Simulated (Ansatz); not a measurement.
# TiO: further runs on the relaxed cell

This session takes TiO and sets out to measure the bulk modulus from energies at several volumes.

Computed with Ansatz 0.2.0 (DFT r2SCAN, scalar-relativistic, plane waves, PAW, unless a step's input says otherwise).

1 further run of the same task is left out (set aside as unsound or not needed).

## (1) The structure to begin with

It takes space group Pm-3m (No. 221, cubic). The conventional cell has a = 4.059 Å, b = 4.059 Å, c = 4.059 Å, α = 90.00°, β = 90.00°, γ = 90.00°. Ti (site symmetry 4/mmm) has 4 O at 2.03 Å as nearest neighbours. Around O (site symmetry 4/mmm) lie 4 Ti at 2.03 Å.

Structure file:

```
CELL_PARAMETERS angstrom
4.05855 0.00000 0.00000
0.00000 4.05855 0.00000
0.00000 0.00000 4.05855
ATOMIC_POSITIONS crystal
Ti 0.50000 0.50000 0.00000
Ti 0.00000 0.50000 0.50000
Ti 0.50000 0.00000 0.50000
O 0.00000 0.50000 0.00000
O 0.50000 0.00000 0.00000
O 0.00000 0.00000 0.50000
```

It goes back to an entry of the Materials Project, which need not be the stable form.

This cell was relaxed beforehand with the same method: volume 11.14 Å³/atom, gap on the mesh none (metal), site moments up to 0.2 μB.

## (2) The cell scaled to 0.97 of its volume

input.yaml reads:

```yaml
crystal:
  lattice:
    - [4.0175557244, 0.0, 0.0]
    - [0.0, 4.0175557244, 0.0]
    - [0.0, 0.0, 4.0175557244]
  atoms:
    - { symbol: Ti, position: [0.5, 0.5, 0.0], spin: 0.26 }
    - { symbol: Ti, position: [0.0, 0.5, 0.5], spin: 0.26 }
    - { symbol: Ti, position: [0.5, 0.0, 0.5], spin: 0.26 }
    - { symbol: O, position: [0.0, 0.5, 0.0] }
    - { symbol: O, position: [0.5, 0.0, 0.0] }
    - { symbol: O, position: [0.0, 0.0, 0.5] }
basis:
  ecutwfc: 500
kpoints:
  mp_grid: { grid: [10, 10, 10] }
hamiltonian:
  xc: r2scan
scf:
  occupations: { method: gaussian, width: 0.1 }
output:
  forces: true
  stress: true
  eigenvalues: true
  populations: true
magnetization:
  spin_polarized: true
```

The run is started by

```bash
$ ansatz run input.yaml --threads 1 --pin off --max-ram 2560MiB --backend cpu --events-out ev --progress --plain --runs-dir out
```

What it wrote, shortened:

```text
Warning: RAYON_NUM_THREADS=1 ignored (pool sized by the plan → 1); use --threads N
[...]
Pseudopotentials: kind: paw
Pseudopotential: Ti, paw, valence charge 12, recommended cutoff 500 eV (meta_gga), Ti.paw.azcp
Pseudopotential: O, paw, valence charge 6, recommended cutoff 500 eV (meta_gga), O.paw.azcp
Functional definition: r2SCAN
[...]
Crystal: 6 atoms, lattice volume = 64.846 Å³
Basis set: ecut = 500 eV, 1647 PW (Γ), exchange–correlation on 120×120×120 points (64 copies of the dense FFT grid, shifted against one another)
Bands: 34, of which v1, the nominal top of the filled ones, is band 27 counted from 1 (26 counted from 0)
Symmetry: 48 space group operations
Space group: Pm-3m (ITA 221), of the structure as read, at distance tolerance 4.0e-5 Å
Magnetic group: BNS 221.92 (UNI 1594), of the structure as read, at distance tolerance 4.0e-5 Å
k-points: 56 of 1000
[...]
Starting moments: Σ|m| = 0.78 μB on 3 of 6 sites
[...]
SCF iter   1: F=—  HF=-9226.194545 eV  |F-HF|=—  |Δ(HF+E_count)|=         —  Δρ=3.57e-2 (↑3.57e-2 ↓3.39e-2)  dr2=4.21e0  dr2_τ=3.44e-2  dr2_m=1.01e-2  M=0.635 μB ∫|m|=0.686 μB  β_m=1.00  ethr=3.10e-3  ⟨swp⟩=5.5  Hψ=15312  notcnv=0
[...]
spin=Collinear: Kerker preconditioning applied to the charge; magnetization (m = ρ↑ − ρ↓) channel mixes plain (no charge-response kernel on spin).
[...]
SCF converged after 21 iterations
Magnetization: 1.1310 μB (27.5655 up, 26.4345 down)
Absolute magnetization: 1.1461 μB (∫|ρ↑−ρ↓|, with the PAW one-centre terms)
Spin contamination: 0.0021 ħ² per cell (⟨S²⟩ above its minimum at these occupations)
Per-site moments (μB) at R_I (Å): [(0.20731073722786109, 0.8286208681575001), (0.20731073722786095, 0.8286208681575001), (0.20731073722786084, 0.8286208681575001), (0.0033210545678349418, 0.8286208681575001), (0.003321054567834716, 0.8286208681575001), (0.0033210545678349595, 0.8286208681575001)]
Free energy (F): -9227.034183 eV
[...]
E sigma→0 (E₀):  -9227.024668 eV
Entropy (-TS):   -0.019030 eV (-3.172 meV/atom)
Fermi energy:    13.747974 eV
[...]
--- Forces (eV/Å), atoms counted from 1 ---
  atom   1  Ti     0.00000000     0.00000000     0.00000000
  atom   2  Ti     0.00000000     0.00000000    -0.00000000
  atom   3  Ti     0.00000000    -0.00000000    -0.00000000
  atom   4  O      0.00000000    -0.00000000    -0.00000000
  atom   5  O      0.00000000    -0.00000000     0.00000000
  atom   6  O      0.00000000    -0.00000000    -0.00000000
[...]
--- Stress (GPa, compression-positive) ---
        7.175701      -0.000000       0.000000
       -0.000000       7.175701       0.000000
        0.000000       0.000000       7.175701
  P = ⅓ Tr σ = 7.1757 GPa (71.757 kbar)
--- Band table (eV; the first three rows and the last of 112) ---
[...]
--- Löwdin populations: 6 sites ---
  site symbol       q [e]    m [muB]
     0     Ti     11.2043     0.3660
     1     Ti     11.2043     0.3660
     2     Ti     11.2043     0.3660
     3      O      6.6988    -0.0021
     4      O      6.6988    -0.0021
     5      O      6.6988    -0.0021
  spilling = 0.005385 (of n_electrons = 54.000000)
```

Run time: 2.2 min. Hardware: 1 thread of Intel Xeon at 2.50GHz (Skylake/Cascade Lake), shared host; peak memory 0.65 GiB.

By site:

```csv
atom,moment in the atom's sphere (μB),Löwdin electrons
Ti1,0.21,11.20
Ti2,0.21,11.20
Ti3,0.21,11.20
O4,0.00,6.70
O5,0.00,6.70
O6,0.00,6.70
```

The Löwdin counts miss 0.29 of the 54 electrons, which the atomic orbitals do not span, so they are no charges.

## (3) Point at V/V0 = 1.03

Changes to input.yaml since step 2:

```diff
@@ -2,5 +2,5 @@
   lattice:
-    - [4.0175557244, 0.0, 0.0]
-    - [0.0, 4.0175557244, 0.0]
-    - [0.0, 0.0, 4.0175557244]
+    - [4.0987403393, 0.0, 0.0]
+    - [0.0, 4.0987403393, 0.0]
+    - [0.0, 0.0, 4.0987403393]
   atoms:
```

The run is started by

```bash
$ ansatz run input.yaml --threads 1 --pin off --max-ram 2560MiB --backend cpu --events-out ev --progress --plain --runs-dir out
```

What it wrote, shortened:

```text
[...]
this state was not tested for a lower state beside it, because the mixer in use, unlike msr1, does not test its closes by its own steps (another_mixer; see scf.mixing.algorithm and scf.lower_state_search)
SCF converged after 21 iterations
Magnetization: 1.4069 μB (27.7034 up, 26.2966 down)
Absolute magnetization: 1.4288 μB (∫|ρ↑−ρ↓|, with the PAW one-centre terms)
Spin contamination: 0.0033 ħ² per cell (⟨S²⟩ above its minimum at these occupations)
Per-site moments (μB) at R_I (Å): [(0.2653754166659054, 0.845365194980625), (0.26537541666590564, 0.845365194980625), (0.265375416665906, 0.845365194980625), (0.0023686340447865, 0.845365194980625), (0.002368634044786019, 0.845365194980625), (0.0023686340447861306, 0.845365194980625)]
Free energy (F): -9227.039180 eV
[...]
E sigma→0 (E₀):  -9227.030765 eV
Entropy (-TS):   -0.016831 eV (-2.805 meV/atom)
Fermi energy:    12.720082 eV
[...]
--- Forces (eV/Å), atoms counted from 1 ---
  atom   1  Ti     0.00000000    -0.00000000    -0.00000000
  atom   2  Ti     0.00000000    -0.00000000    -0.00000000
  atom   3  Ti     0.00000000    -0.00000000    -0.00000000
  atom   4  O      0.00000000     0.00000000     0.00000000
  atom   5  O     -0.00000000    -0.00000000    -0.00000000
  atom   6  O      0.00000000     0.00000000     0.00000000
[...]
--- Stress (GPa, compression-positive) ---
       -6.087589      -0.000000       0.000000
       -0.000000      -6.087589       0.000000
        0.000000       0.000000      -6.087589
  P = ⅓ Tr σ = -6.0876 GPa (-60.876 kbar)
--- Band table (eV; the first three rows and the last of 112) ---
[...]
--- Löwdin populations: 6 sites ---
  site symbol       q [e]    m [muB]
     0     Ti     11.1747     0.4573
     1     Ti     11.1747     0.4573
     2     Ti     11.1747     0.4573
     3      O      6.7220    -0.0045
     4      O      6.7220    -0.0045
     5      O      6.7220    -0.0045
  spilling = 0.005735 (of n_electrons = 54.000000)
```

Run time: 2.3 min. Hardware: 1 thread of Intel Xeon at 2.50GHz (Skylake/Cascade Lake), shared host; peak memory 0.66 GiB.

## (4) Point at V/V0 = 0.94

Changes to input.yaml since step 3:

```diff
@@ -2,5 +2,5 @@
   lattice:
-    - [4.0987403393, 0.0, 0.0]
-    - [0.0, 4.0987403393, 0.0]
-    - [0.0, 0.0, 4.0987403393]
+    - [3.975703142, 0.0, 0.0]
+    - [0.0, 3.975703142, 0.0]
+    - [0.0, 0.0, 3.975703142]
   atoms:
```

The run is started by

```bash
$ ansatz run input.yaml --threads 1 --pin off --max-ram 2560MiB --backend cpu --events-out ev --progress --plain --runs-dir out
```

What it wrote, shortened:

```text
Warning: RAYON_NUM_THREADS=1 ignored (pool sized by the plan → 1); use --threads N
[...]
[... 4 set-up lines as earlier in the session ...]
[...]
Crystal: 6 atoms, lattice volume = 62.841 Å³
Basis set: ecut = 500 eV, 1575 PW (Γ), exchange–correlation on 120×120×120 points (64 copies of the dense FFT grid, shifted against one another)
Bands: 34, of which v1, the nominal top of the filled ones, is band 27 counted from 1 (26 counted from 0)
[... 2 set-up lines as earlier in the session ...]
Magnetic group: BNS 221.92 (UNI 1594), of the structure as read, at distance tolerance 4.0e-5 Å
k-points: 56 of 1000
[...]
Starting moments: Σ|m| = 0.78 μB on 3 of 6 sites
[...]
Entropy (-TS):   -0.020298 eV (-3.383 meV/atom)
Fermi energy:    14.312739 eV
[...]
--- Forces (eV/Å), atoms counted from 1 ---
  atom   1  Ti    -0.00000000    -0.00000000     0.00000000
  atom   2  Ti     0.00000000     0.00000000     0.00000000
  atom   3  Ti    -0.00000000    -0.00000000     0.00000000
  atom   4  O      0.00000000    -0.00000000     0.00000000
  atom   5  O      0.00000000    -0.00000000     0.00000000
  atom   6  O      0.00000000     0.00000000    -0.00000000
[...]
--- Stress (GPa, compression-positive) ---
       15.547674      -0.000000       0.000000
       -0.000000      15.547674       0.000000
        0.000000       0.000000      15.547674
  P = ⅓ Tr σ = 15.5477 GPa (155.477 kbar)
--- Band table (eV; the first three rows and the last of 112) ---
[...]
--- Löwdin populations: 6 sites ---
  site symbol       q [e]    m [muB]
     0     Ti     11.2210     0.3147
     1     Ti     11.2210     0.3147
     2     Ti     11.2210     0.3147
     3      O      6.6859    -0.0012
     4      O      6.6859    -0.0012
     5      O      6.6859    -0.0012
  spilling = 0.005170 (of n_electrons = 54.000000)
```

Run time: 2.2 min. Hardware: 1 thread of Intel Xeon at 2.50GHz (Skylake/Cascade Lake), shared host; peak memory 0.65 GiB.

Per atom:

```csv
atom,moment in the atom's sphere (μB),Löwdin electrons
Ti1,0.18,11.22
Ti2,0.18,11.22
Ti3,0.18,11.22
O4,0.00,6.69
O5,0.00,6.69
O6,0.00,6.69
```

The Löwdin counts miss 0.28 of the 54 electrons, which the atomic orbitals do not span, so they are no charges.

## (5) Point at V/V0 = 1.06

Changes to input.yaml since step 4:

```diff
@@ -2,5 +2,5 @@
   lattice:
-    - [3.975703142, 0.0, 0.0]
-    - [0.0, 3.975703142, 0.0]
-    - [0.0, 0.0, 3.975703142]
+    - [4.1381537219, 0.0, 0.0]
+    - [0.0, 4.1381537219, 0.0]
+    - [0.0, 0.0, 4.1381537219]
   atoms:
```

The run is started by

```bash
$ ansatz run input.yaml --threads 1 --pin off --max-ram 2560MiB --backend cpu --events-out ev --progress --plain --runs-dir out
```

What it wrote, shortened:

```text
[...]
this state was not tested for a lower state beside it, because the mixer in use, unlike msr1, does not test its closes by its own steps (another_mixer; see scf.mixing.algorithm and scf.lower_state_search)
SCF converged after 20 iterations
Magnetization: 1.5039 μB (27.7519 up, 26.2481 down)
Absolute magnetization: 1.5296 μB (∫|ρ↑−ρ↓|, with the PAW one-centre terms)
Spin contamination: 0.0039 ħ² per cell (⟨S²⟩ above its minimum at these occupations)
Per-site moments (μB) at R_I (Å): [(0.28795027658884453, 0.853494205141875), (0.2879502765888439, 0.853494205141875), (0.28795027658884415, 0.853494205141875), (0.0014944980477097744, 0.853494205141875), (0.0014944980477101144, 0.853494205141875), (0.0014944980477100132, 0.853494205141875)]
Free energy (F): -9226.929348 eV
[...]
E sigma→0 (E₀):  -9226.921511 eV
Entropy (-TS):   -0.015674 eV (-2.612 meV/atom)
Fermi energy:    12.249561 eV
[...]
--- Forces (eV/Å), atoms counted from 1 ---
  atom   1  Ti     0.00000000    -0.00000000     0.00000000
  atom   2  Ti     0.00000000    -0.00000000    -0.00000000
  atom   3  Ti     0.00000000    -0.00000000     0.00000000
  atom   4  O      0.00000000     0.00000000     0.00000000
  atom   5  O     -0.00000000    -0.00000000    -0.00000000
  atom   6  O      0.00000000     0.00000000     0.00000000
[...]
--- Stress (GPa, compression-positive) ---
      -11.328649       0.000000       0.000000
        0.000000     -11.328649       0.000000
        0.000000       0.000000     -11.328649
  P = ⅓ Tr σ = -11.3286 GPa (-113.286 kbar)
--- Band table (eV; the first three rows and the last of 112) ---
[...]
--- Löwdin populations: 6 sites ---
  site symbol       q [e]    m [muB]
     0     Ti     11.1617     0.4906
     1     Ti     11.1617     0.4906
     2     Ti     11.1617     0.4906
     3      O      6.7325    -0.0059
     4      O      6.7325    -0.0059
     5      O      6.7325    -0.0059
  spilling = 0.005874 (of n_electrons = 54.000000)
```

Wall time 2.2 min (1 thread of Intel Xeon at 2.50GHz (Skylake/Cascade Lake), shared host); peak memory 0.7 GiB.

## (6) The cell scaled to 0.91 of its volume

Changes to input.yaml since step 5:

```diff
@@ -2,5 +2,5 @@
   lattice:
-    - [4.1381537219, 0.0, 0.0]
-    - [0.0, 4.1381537219, 0.0]
-    - [0.0, 0.0, 4.1381537219]
+    - [3.9329503324, 0.0, 0.0]
+    - [0.0, 3.9329503324, 0.0]
+    - [0.0, 0.0, 3.9329503324]
   atoms:
```

The run is started by

```bash
$ ansatz run input.yaml --threads 1 --pin off --max-ram 2560MiB --backend cpu --events-out ev --progress --plain --runs-dir out
```

What it wrote, shortened:

```text
Warning: RAYON_NUM_THREADS=1 ignored (pool sized by the plan → 1); use --threads N
[...]
[... 4 set-up lines as earlier in the session ...]
[...]
Crystal: 6 atoms, lattice volume = 60.835 Å³
Basis set: ecut = 500 eV, 1551 PW (Γ), exchange–correlation on 120×120×120 points (64 copies of the dense FFT grid, shifted against one another)
Bands: 34, of which v1, the nominal top of the filled ones, is band 27 counted from 1 (26 counted from 0)
[... 1 set-up line as earlier in the session ...]
Space group: Pm-3m (ITA 221), of the structure as read, at distance tolerance 3.9e-5 Å
Magnetic group: BNS 221.92 (UNI 1594), of the structure as read, at distance tolerance 3.9e-5 Å
k-points: 56 of 1000
[...]
Starting moments: Σ|m| = 0.78 μB on 3 of 6 sites
[...]
Entropy (-TS):   -0.021332 eV (-3.555 meV/atom)
Fermi energy:    14.911551 eV
[...]
--- Forces (eV/Å), atoms counted from 1 ---
  atom   1  Ti     0.00000000    -0.00000000     0.00000000
  atom   2  Ti     0.00000000     0.00000000    -0.00000000
  atom   3  Ti     0.00000000    -0.00000000     0.00000000
  atom   4  O      0.00000000    -0.00000000    -0.00000000
  atom   5  O     -0.00000000    -0.00000000     0.00000000
  atom   6  O      0.00000000    -0.00000000     0.00000000
[...]
--- Stress (GPa, compression-positive) ---
       25.254477       0.000000       0.000000
        0.000000      25.254477       0.000000
        0.000000       0.000000      25.254477
  P = ⅓ Tr σ = 25.2545 GPa (252.545 kbar)
--- Band table (eV; the first three rows and the last of 112) ---
[...]
--- Löwdin populations: 6 sites ---
  site symbol       q [e]    m [muB]
     0     Ti     11.2384     0.1838
     1     Ti     11.2384     0.1838
     2     Ti     11.2384     0.1838
     3      O      6.6722    -0.0006
     4      O      6.6722    -0.0006
     5      O      6.6722    -0.0006
  spilling = 0.004967 (of n_electrons = 54.000000)
```

It took 2.4 min on 1 thread of Intel Xeon at 2.50GHz (Skylake/Cascade Lake), shared host; peak memory 0.64 GiB.

Site by site:

```csv
atom,moment in the atom's sphere (μB),Löwdin electrons
Ti1,0.10,11.24
Ti2,0.10,11.24
Ti3,0.10,11.24
O4,0.00,6.67
O5,0.00,6.67
O6,0.00,6.67
```

The Löwdin counts miss 0.27 of the 54 electrons, which the atomic orbitals do not span, so they are no charges.

## (7) Volume × 1.10

Changes to input.yaml since step 6:

```diff
@@ -2,5 +2,5 @@
   lattice:
-    - [3.9329503324, 0.0, 0.0]
-    - [0.0, 3.9329503324, 0.0]
-    - [0.0, 0.0, 3.9329503324]
+    - [4.189564615, 0.0, 0.0]
+    - [0.0, 4.189564615, 0.0]
+    - [0.0, 0.0, 4.189564615]
   atoms:
```

The run is started by

```bash
$ ansatz run input.yaml --threads 1 --pin off --max-ram 2560MiB --backend cpu --events-out ev --progress --plain --runs-dir out
```

What it wrote, shortened:

```text
[...]
this state was not tested for a lower state beside it, because the mixer in use, unlike msr1, does not test its closes by its own steps (another_mixer; see scf.mixing.algorithm and scf.lower_state_search)
SCF converged after 19 iterations
Magnetization: 1.6148 μB (27.8074 up, 26.1926 down)
Absolute magnetization: 1.6469 μB (∫|ρ↑−ρ↓|, with the PAW one-centre terms)
Spin contamination: 0.0047 ħ² per cell (⟨S²⟩ above its minimum at these occupations)
Per-site moments (μB) at R_I (Å): [(0.3152737410882667, 0.86409770184375), (0.3152737410882664, 0.86409770184375), (0.3152737410882662, 0.86409770184375), (-1.6386002474312414e-6, 0.86409770184375), (-1.6386002472474834e-6, 0.86409770184375), (-1.6386002474378972e-6, 0.86409770184375)]
Free energy (F): -9226.690025 eV
[...]
E sigma→0 (E₀):  -9226.682554 eV
Entropy (-TS):   -0.014942 eV (-2.490 meV/atom)
Fermi energy:    11.660813 eV
[...]
--- Forces (eV/Å), atoms counted from 1 ---
  atom   1  Ti     0.00000000    -0.00000000     0.00000000
  atom   2  Ti     0.00000000     0.00000000     0.00000000
  atom   3  Ti     0.00000000    -0.00000000    -0.00000000
  atom   4  O      0.00000000     0.00000000     0.00000000
  atom   5  O     -0.00000000    -0.00000000     0.00000000
  atom   6  O      0.00000000     0.00000000     0.00000000
[...]
--- Stress (GPa, compression-positive) ---
      -17.142362       0.000000       0.000000
        0.000000     -17.142362       0.000000
        0.000000       0.000000     -17.142362
  P = ⅓ Tr σ = -17.1424 GPa (-171.424 kbar)
--- Band table (eV; the first three rows and the last of 112) ---
[...]
--- Löwdin populations: 6 sites ---
  site symbol       q [e]    m [muB]
     0     Ti     11.1458     0.5293
     1     Ti     11.1458     0.5293
     2     Ti     11.1458     0.5293
     3      O      6.7455    -0.0079
     4      O      6.7455    -0.0079
     5      O      6.7455    -0.0079
  spilling = 0.006042 (of n_electrons = 54.000000)
```

It took 2.3 min on 1 thread of Intel Xeon at 2.50GHz (Skylake/Cascade Lake), shared host; peak memory 0.71 GiB.

## (8) Point at V/V0 = 0.88

Changes to input.yaml since step 7:

```diff
@@ -2,5 +2,5 @@
   lattice:
-    - [4.189564615, 0.0, 0.0]
-    - [0.0, 4.189564615, 0.0]
-    - [0.0, 0.0, 4.189564615]
+    - [3.889247267, 0.0, 0.0]
+    - [0.0, 3.889247267, 0.0]
+    - [0.0, 0.0, 3.889247267]
   atoms:
```

The run is started by

```bash
$ ansatz run input.yaml --threads 1 --pin off --max-ram 2560MiB --backend cpu --events-out ev --progress --plain --runs-dir out
```

What it wrote, shortened:

```text
Warning: RAYON_NUM_THREADS=1 ignored (pool sized by the plan → 1); use --threads N
[...]
[... 4 set-up lines as earlier in the session ...]
[...]
Crystal: 6 atoms, lattice volume = 58.830 Å³
Basis set: ecut = 500 eV, 1503 PW (Γ), exchange–correlation on 120×120×120 points (64 copies of the dense FFT grid, shifted against one another)
Bands: 34, of which v1, the nominal top of the filled ones, is band 27 counted from 1 (26 counted from 0)
[... 2 set-up lines as earlier in the session ...]
Magnetic group: BNS 221.92 (UNI 1594), of the structure as read, at distance tolerance 3.9e-5 Å
k-points: 56 of 1000
[...]
Starting moments: Σ|m| = 0.78 μB on 3 of 6 sites
[...]
Entropy (-TS):   -0.020384 eV (-3.397 meV/atom)
Fermi energy:    15.542941 eV
[...]
--- Forces (eV/Å), atoms counted from 1 ---
  atom   1  Ti     0.00000000    -0.00000000     0.00000000
  atom   2  Ti     0.00000000    -0.00000000    -0.00000000
  atom   3  Ti     0.00000000    -0.00000000    -0.00000000
  atom   4  O      0.00000000     0.00000000    -0.00000000
  atom   5  O     -0.00000000    -0.00000000    -0.00000000
  atom   6  O      0.00000000    -0.00000000     0.00000000
[...]
--- Stress (GPa, compression-positive) ---
       36.774211      -0.000000       0.000000
       -0.000000      36.774211       0.000000
        0.000000       0.000000      36.774211
  P = ⅓ Tr σ = 36.7742 GPa (367.742 kbar)
--- Band table (eV; the first three rows and the last of 112) ---
[...]
--- Löwdin populations: 6 sites ---
  site symbol       q [e]    m [muB]
     0     Ti     11.2567     0.1048
     1     Ti     11.2567     0.1048
     2     Ti     11.2567     0.1048
     3      O      6.6575    -0.0002
     4      O      6.6575    -0.0002
     5      O      6.6575    -0.0002
  spilling = 0.004766 (of n_electrons = 54.000000)
```

Run time: 2.3 min. Hardware: 1 thread of Intel Xeon at 2.50GHz (Skylake/Cascade Lake), shared host; peak memory 0.64 GiB.

By site:

```csv
atom,moment in the atom's sphere (μB),Löwdin electrons
Ti1,0.06,11.26
Ti2,0.06,11.26
Ti3,0.06,11.26
O4,0.00,6.66
O5,0.00,6.66
O6,0.00,6.66
```

The Löwdin counts miss 0.26 of the 54 electrons, which the atomic orbitals do not span, so they are no charges.

## (9) Energy against volume

```csv
volume (Å³/atom),energy above the lowest point (meV/atom),pressure (GPa),gap on the mesh (eV),largest moment (μB)
9.805,137.7,36.77,0.00,0.06
10.139,73.4,25.25,0.00,0.10
10.473,31.0,15.55,0.00,0.18
10.808,7.4,7.18,0.00,0.21
11.142,0.0,0.03,0.00,0.24
11.476,6.4,-6.09,0.00,0.27
11.811,24.6,-11.33,0.00,0.29
12.256,64.4,-17.14,0.00,0.32
```

## (10) Results

| quantity | value |
| --- | --- |
| equilibrium volume of the fit | 11.15 Å³/atom |
| bulk modulus | 220 GPa |
| its pressure derivative | 4.1 |

**Reading.** The fit puts the minimum at 11.15 Å³/atom with B = 220 GPa and B' = 4.1. Compression weakens the moments, from 0.3 to 0.1 μB, as the bands widen. Other magnetic orders or occupations could lie lower; they were not searched in full. The small moment in this metal comes from r2SCAN alone, which enlarges such moments; no other functional was run here.
